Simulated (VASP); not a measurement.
# KCl (Fm-3m) in VASP: notebook

KCl is run at these levels: PBE; tasks: single point.

Program: VASP 6.6.1. These are calculated values, not measurements. Logs are shortened: lines on timing, memory, paths and dates and some standing lists are left out, and cuts for length are marked.

**What was measured.**

From a printed reference work, monograph, for a bulk crystal of KCl: band gap 8.68 eV.

The runs below are set against these values where they give the same quantity.

## 1. The cell of the first run

Symmetry: Fm-3m, No. 225, cubic system. The conventional cell has a = 6.342 Å, b = 6.342 Å, c = 6.342 Å, α = 90.00°, β = 90.00°, γ = 90.00°. K (site symmetry m-3m) has 6 Cl at 3.17 Å within 4.2 Å. Within 4.2 Å of Cl (site symmetry m-3m) lie 6 K at 3.17 Å.

## 2. Single point, PBE

The input, INCAR:

```
SYSTEM = KCl
ALGO = Normal ; EDIFF = 1E-7
ENCUT = 520 ; GGA = PE
ISIF = 2 ; ISMEAR = 0
LASPH = .True. ; LCHARG = .False.
LREAL = .False. ; LWAVE = .False.
NBANDS = 15 ; NELM = 100
PREC = Accurate ; SIGMA = 0.05
```

The input, KPOINTS:

```
k-points
0
Gamma
  10 10 10
  0 0 0
```

The input, POSCAR:

```
KCl
1.0
    0.0000000000      3.1708019560      3.1708019560
    3.1708019560      0.0000000000      3.1708019560
    3.1708019560      3.1708019560      0.0000000000
K Cl
1 1
Direct
    0.0000000000      0.0000000000      0.0000000000
    0.5000000000      0.5000000000      0.5000000000
```

Potentials or basis: VASP PAW PBE potentials, release 64 (K_sv, Cl).

The run is started by

```
cat potpaw_PBE.64/K_sv/POTCAR potpaw_PBE.64/Cl/POTCAR > POTCAR
mpirun -np 1 vasp_std > vasp.out
```

OUTCAR:

```text
SYSTEM = KCl
   EDIFF = 1E-7
   ENCUT = 520
   GGA = PE
   ISIF = 2
   ISMEAR = 0
   LASPH = .True.
   LREAL = .False.
   NELM = 100
   PREC = Accurate

 ion  position               nearest neighbor table
   1  0.000  0.000  0.000-   2 3.17   2 3.17   2 3.17   2 3.17   2 3.17   2 3.17
   2  0.500  0.500  0.500-   1 3.17   1 3.17   1 3.17   1 3.17   1 3.17   1 3.17

  LATTYP: Found a face centered cubic cell.
 ALAT       =     6.3416039120

  Lattice vectors:

 A1 = (   0.0000000000,   3.1708019560,   3.1708019560)
 A2 = (   3.1708019560,   0.0000000000,   3.1708019560)
 A3 = (   3.1708019560,   3.1708019560,   0.0000000000)

Analysis of symmetry for initial positions (statically):
=====================================================================
 Subroutine PRICEL returns:
 Original cell was already a primitive cell.

 Routine SETGRP: Setting up the symmetry group for a
 face centered cubic supercell.

 Subroutine GETGRP returns: Found 48 space group operations
 (whereof 48 operations were pure point group operations)
 out of a pool of 48 trial point group operations.

The static configuration has the point symmetry O_h .

Analysis of symmetry for dynamics (positions and initial velocities):
=====================================================================
 Subroutine PRICEL returns:
 Original cell was already a primitive cell.

 Routine SETGRP: Setting up the symmetry group for a
 face centered cubic supercell.

 Subroutine GETGRP returns: Found 48 space group operations
 (whereof 48 operations were pure point group operations)
 out of a pool of 48 trial point group operations.

The dynamic configuration has the point symmetry O_h .

 Subroutine INISYM returns: Found 48 space group operations
 (whereof 48 operations are pure point group operations),
 and found     1 'primitive' translations

----------------------------------------------------------------------------------------

                                     Primitive cell

  volume of cell :      63.7584

  direct lattice vectors                    reciprocal lattice vectors
     0.000000000  3.170801956  3.170801956    -0.157688814  0.157688814  0.157688814
     3.170801956  0.000000000  3.170801956     0.157688814 -0.157688814  0.157688814
     3.170801956  3.170801956  0.000000000     0.157688814  0.157688814 -0.157688814

  length of vectors
     4.484191130  4.484191130  4.484191130     0.273125038  0.273125038  0.273125038

  position of ions in fractional coordinates (direct lattice)
     0.000000000  0.000000000  0.000000000
     0.500000000  0.500000000  0.500000000

  ion indices of the primitive-cell ions
   primitive index   ion index
                 1           1
                 2           2

----------------------------------------------------------------------------------------

 KPOINTS: k-points

Automatic generation of k-mesh.
 Grid dimensions read from file:
 generate k-points for:   10   10   10

 Generating k-lattice:

  Cartesian coordinates                     Fractional coordinates (reciprocal lattice)
    -0.015768881  0.015768881  0.015768881     0.100000000  0.000000000  0.000000000
     0.015768881 -0.015768881  0.015768881     0.000000000  0.100000000  0.000000000
     0.015768881  0.015768881 -0.015768881     0.000000000  0.000000000  0.100000000

  Length of vectors
     0.027312504  0.027312504  0.027312504

  Shift w.r.t. Gamma in fractional coordinates (k-lattice)
     0.000000000  0.000000000  0.000000000

 Subroutine IBZKPT returns following result:
 ===========================================

 Found     47 irreducible k-points:

 Following reciprocal coordinates:
            Coordinates               Weight
  0.000000  0.000000  0.000000      1.000000
  0.100000  0.000000  0.000000      8.000000
  0.200000  0.000000  0.000000      8.000000
  0.300000  0.000000  0.000000      8.000000
  0.400000  0.000000  0.000000      8.000000
  0.500000  0.000000  0.000000      4.000000
[... 16 lines left out ...]
  0.300000  0.300000  0.000000      6.000000
  0.400000  0.300000  0.000000     24.000000
 [... further k-points ...]
   k-points           NKPTS =     47   k-points in BZ     NKDIM =     47   number of bands    NBANDS=     15
   number of dos      NEDOS =    301   number of ions     NIONS =      2
   total plane-waves  NPLWV =  46656
   dimension x,y,z NGX =    36 NGY =   36 NGZ =   36
   dimension x,y,z NGXF=    72 NGYF=   72 NGZF=   72
   ions per type =               1   1
   NGX,Y,Z   is equivalent  to a cutoff of  13.35, 13.35, 13.35 a.u.
   NGXF,Y,Z  is equivalent  to a cutoff of  26.69, 26.69, 26.69 a.u.
 SYSTEM =  KCl
   PREC   = accura    normal or accurate (medium, high low for compatibility)
   ISTART =      0    job   : 0-new  1-cont  2-samecut
   ICHARG =      2    charge: 1-file 2-atom 10-const
   ISPIN  =      1    spin polarized calculation?
   LNONCOLLINEAR =      F non collinear calculations
   LSORBIT =      F    spin-orbit coupling
   LASPH  =      T    aspherical Exc in radial PAW
   ENCUT  =  520.0 eV  38.22 Ry    6.18 a.u.   8.34  8.34  8.34*2*pi/ulx,y,z
   NELM   =    100;   NELMIN=  2; NELMDL= -5     # of ELM steps
   EDIFF  = 0.1E-06   stopping-criterion for ELM
   LREAL  =      F    real-space projection
   EDIFFG = 0.1E-05   stopping-criterion for IOM
   NSW    =      0    number of steps for IOM
   IBRION =     -1    ionic relax: 0-MD 1-quasi-New 2-CG
   NFREE  =      0    steps in history (QN), initial steepest desc. (CG)
   ISIF   =      2    stress and relaxation
   ISYM   =      2    0-nonsym 1-usesym 2-fastsym
   POTIM  = 0.5000    time-step for ionic-motion
   TEBEG  =    0.0;   TEEND  =   0.0 temperature during run
   PSTRESS=    0.0 pullay stress
   NELECT =      16.0000    total number of electrons
   NUPDOWN=      -1.0000    fix difference up-down
   EMIN   =  10.00;   EMAX   =-10.00  energy-range for DOS
   EFERMI =   0.00;   METHOD = LEGACY
   ISMEAR =     0;   SIGMA  =   0.05  broadening in eV -4-tet -1-fermi 0-gaus
   EFERMI_NEDOS =   21; number of points for ismear=-14 and -15
   IALGO  =     38    algorithm
   IMIX   =      4    mixing-type and parameters
     AMIX     =   0.40;   BMIX     =  1.00
     AMIX_MAG =   1.60;   BMIX_MAG =  1.00
  volume/ion in A,a.u.               =      31.88       215.13
  Fermi-wavevector in a.u.,A,eV,Ry     =   1.032609  1.951347 14.507625  1.066280
  Thomas-Fermi vector in A             =   2.166815
   LORBIT       =      0    0 simple, 1 ext, 2 COOP (PROOUT), +10 PAW based schemes
   GGA     = PE    functional components
   LHFCALC =     F    Hartree Fock is set to
   AEXX    =    0.0000 exact exchange contribution
   IVDW    =     0    specifies the selected vdW correction
   LEPSILON=     F    determine dielectric tensor
   LRPA    =     F    only Hartree local field effects (RPA)
 non-spin polarized calculation
 Gauss-broadening in eV      SIGMA  =   0.05
  energy-cutoff  :      520.00
  volume of cell :       63.76
 maximum number of plane-waves:      1759
 NGX is ok and might be reduce to    36

 number of electron      15.9999999 magnetization

 Free energy of the ion-electron system (eV)
  ---------------------------------------------------
  ext. energy  EPLUGINS =         0.00000000
  ---------------------------------------------------
  free energy    TOTEN  =        -6.80933592 eV

  energy without entropy =       -6.80933592  energy(sigma->0) =       -6.80933592

 E-fermi :  -1.7314     XC(G=0):  -7.4451

 val. band max:       -1.9324127577   @ k =   0.0000   0.0000   0.0000
 cond. band min:       3.1758034732   @ k =   0.0000   0.0000   0.0000
 fundamental gap:      5.1082162309
 Fermi energy:        -1.7314336064

 k-point     1 :       0.0000    0.0000    0.0000
  band No.  band energies     occupation
      1     -29.1874      2.00000
      2     -14.0246      2.00000
      3     -12.6477      2.00000
      4     -12.6477      2.00000
      5     -12.6477      2.00000
      6      -1.9324      2.00000
      7      -1.9324      2.00000
      8      -1.9324      2.00000
      9       3.1758      0.00000
     10       6.4343      0.00000
     11       6.4343      0.00000
     12       6.4343      0.00000
     13       7.2982      0.00000
     14       7.2982      0.00000
     15      10.9671      0.00000

 k-point     2 :       0.1000    0.0000    0.0000
  band No.  band energies     occupation
      1     -29.1865      2.00000
      2     -14.0439      2.00000
      3     -12.6485      2.00000
      4     -12.6485      2.00000
      5     -12.6236      2.00000
      6      -2.0534      2.00000
      7      -1.9635      2.00000
      8      -1.9635      2.00000
      9       3.4153      0.00000
     10       6.3507      0.00000
     11       6.5572      0.00000
     12       6.5572      0.00000
     13       7.4299      0.00000
     14       7.4299      0.00000
     15      11.3437      0.00000

 k-point     3 :       0.2000    0.0000    0.0000
  band No.  band energies     occupation
      1     -29.1841      2.00000
      2     -14.0916      2.00000
      3     -12.6507      2.00000
      4     -12.6507      2.00000
      5     -12.5633      2.00000
      6      -2.3383      2.00000
      7      -2.0431      2.00000
      8      -2.0431      2.00000
      9       4.0327      0.00000
     10       6.2250      0.00000
     11       6.9132      0.00000
     12       6.9132      0.00000
     13       7.8053      0.00000
     14       7.8053      0.00000
     15      11.9058      0.00000
[... 343 lines left out ...]
 k-point    23 :       0.3000    0.3000    0.0000
  band No.  band energies     occupation
      1     -29.1793      2.00000
      2     -14.0495      2.00000
      3     -12.6808      2.00000
      4     -12.6808      2.00000
      5     -12.6046      2.00000
      6      -2.6000      2.00000
      7      -2.0901      2.00000
      8      -2.0901      2.00000
      9       5.0458      0.00000
     10       5.0797      0.00000
     11       7.8814      0.00000
     12       8.4118      0.00000
     13       8.4118      0.00000
     14       8.6268      0.00000
     15      10.1325      0.00000

 k-point    24 :       0.4000    0.3000    0.0000
  band No.  band energies     occupation
      1     -29.1775      2.00000
      2     -14.0313      2.00000
      3     -12.6947      2.00000
      4     -12.6856      2.00000
      5     -12.6273      2.00000
      6      -2.6221      2.00000
      7      -2.1641      2.00000
      8      -2.1307      2.00000
      9       5.0028      0.00000
     10       5.5934      0.00000
     11       8.1303      0.00000
     12       8.4309      0.00000
     13       8.8550      0.00000
     14       8.9452      0.00000
     15       9.5395      0.00000

 [... further k-points ...]

------------------------ aborting loop because EDIFF is reached ----------------------------------------

  FORCE on cell =-STRESS in cart. coord.  units (eV):
  Direction    XX          YY          ZZ          XY          YZ          ZX
  --------------------------------------------------------------------------------------
  -------------------------------------------------------------------------------------
  Total        0.1347802      0.1347802      0.1347802     -0.0000000      0.0000000     -0.0000000
  in kB        3.3868756      3.3868756      3.3868756     -0.0000000      0.0000000     -0.0000000
  external PRESSURE =       3.3868756 kB  Pullay stress =       0.0000000 kB

 VOLUME and BASIS-vectors are now :
 -----------------------------------------------------------------------------
  energy-cutoff  :      520.00
  volume of cell :       63.76
      direct lattice vectors                 reciprocal lattice vectors
     0.000000000  3.170801956  3.170801956    -0.157688814  0.157688814  0.157688814
     3.170801956  0.000000000  3.170801956     0.157688814 -0.157688814  0.157688814
     3.170801956  3.170801956  0.000000000     0.157688814  0.157688814 -0.157688814

 POSITION                                       TOTAL-FORCE (eV/Angst)
 -----------------------------------------------------------------------------------
      0.00000      0.00000      0.00000         0.000000     -0.000000     -0.000000
      3.17080      3.17080      3.17080        -0.000000      0.000000      0.000000
 -----------------------------------------------------------------------------------
    total drift:                                0.000000      0.000000      0.000000

  FREE ENERGIE OF THE ION-ELECTRON SYSTEM (eV)
  ---------------------------------------------------
  free  energy   TOTEN  =        -6.8093359206 eV

  energy  without entropy=       -6.8093359205  energy(sigma->0) =       -6.80933592
```

Wall time 61 s (1 thread of AMD EPYC 9R45 (Zen 5), shared host); peak memory 0.18 GiB.

Results:

| Property | Result |
| --- | --- |
| Free energy | -6.8093 eV |
| Pressure | 0.3 GPa |
| Band gap on the k mesh | 5.11 eV, direct |

Levels at points of the mesh, in eV from the valence-band top:
| k point | band 6 | band 7 | band 8 | band 9 | band 10 | band 11 |
| --- | --- | --- | --- | --- | --- | --- |
| (0.00, 0.00, 0.00) | 0.00 | 0.00 | 0.00 | 5.11 | 8.37 | 8.37 |
| (0.50, 0.00, 0.00) | -1.01 | -0.31 | -0.31 | 7.52 | 8.51 | 10.45 |
| (0.50, 0.50, 0.00) | -0.64 | -0.22 | -0.22 | 6.55 | 8.24 | 9.94 |

## 3. Single point, PBE

The input, INCAR:

```
SYSTEM = KCl
PREC = Accurate
ENCUT = 520
EDIFF = 1E-6
ISMEAR = 0
SIGMA = 0.05
LREAL = .False.
LASPH = .True.
NELM = 80
ALGO = Normal
ISIF = 2
LWAVE = .False.
LCHARG = .False.
GGA = PE
NBANDS = 15
```

The input, KPOINTS:

```
Automatic mesh
0
Gamma
  10 10 10
  0 0 0
```

The input, POSCAR:

```
KCl
1.0
    0.0000000000      3.1693294141      3.1693294141
    3.1693294141      0.0000000000      3.1693294141
    3.1693294141      3.1693294141      0.0000000000
K Cl
1 1
Direct
    0.0000000000      0.0000000000      0.0000000000
    0.5000000000      0.5000000000      0.5000000000
```

Potentials or basis: VASP PAW PBE potentials, release 64 (K_sv, Cl).

The run is started by

```
cat potpaw_PBE.64/K_sv/POTCAR potpaw_PBE.64/Cl/POTCAR > POTCAR
mpirun -np 1 vasp_std > vasp.out
```

It took 52 s on 1 thread of AMD EPYC 9R45 (Zen 5), shared host; peak memory 0.18 GiB.

Results (log left out):

* Free energy: -6.8091 eV
* Pressure: 0.4 GPa
* Band gap on the k mesh: 5.11 eV, direct

Levels at points of the mesh, in eV from the valence-band top:
```csv
k point,band 6,band 7,band 8,band 9,band 10,band 11
"(0.00, 0.00, 0.00)",0.00,0.00,0.00,5.11,8.37,8.37
"(0.50, 0.00, 0.00)",-1.02,-0.31,-0.31,7.53,8.51,10.46
"(0.50, 0.50, 0.00)",-0.64,-0.22,-0.22,6.55,8.25,9.94
```

 A k mesh can miss the band edges.

## 4. How close it comes

Step 2. A measured gap of KCl is 8.68 eV (a printed reference work, monograph); the calculated 5.11 eV misses it by -3.57 eV. The value is that of PBE on a finite k mesh, which can miss the band edges, without temperature or zero-point motion. Semilocal functionals fall short of measured gaps as a rule.
